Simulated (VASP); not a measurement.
A run of VASP 6.6.1 is set up as follows.

File INCAR:

```
SYSTEM = BeS
PREC = Accurate
ENCUT = 600
EDIFF = 1E-8
ISMEAR = 0
SIGMA = 0.01
LREAL = .FALSE.
LASPH = .TRUE.
NELM = 100
ALGO = Normal
ISIF = 3
LWAVE = .FALSE.
LCHARG = .FALSE.
NBANDS = 11
IBRION = 6
NFREE = 2
POTIM = 0.015
NSW = 1
```

The input KPOINTS:

```
regular mesh
0
G
  8 8 8
  0 0 0
```

POSCAR

```
BeS
1.0
    0.0000000000      2.3982014402      2.3982014402
    2.3982014402      0.0000000000      2.3982014402
    2.3982014402      2.3982014402      0.0000000000
Be S
1 1
Direct
    0.0000000000      0.0000000000      0.0000000000
    0.2500000000      0.2500000000      0.2500000000
```

Potentials or basis: VASP PAW LDA potentials, release 64 (Be, S).

The run is started by

```sh
$ cat potpaw_LDA.64/Be/POTCAR potpaw_LDA.64/S/POTCAR > POTCAR
$ mpirun -np 1 vasp_std > vasp.out
```

(1) What does it give for the elastic constants C11, C12, C44?

(2) Predict the Voigt bulk modulus.

(3) What does it give for the highest phonon frequency at Γ, LO-TO splitting left out?

Answers

(1) 169, 69, 87 GPa.

(2) 102 GPa.

(3) 590 cm⁻¹.
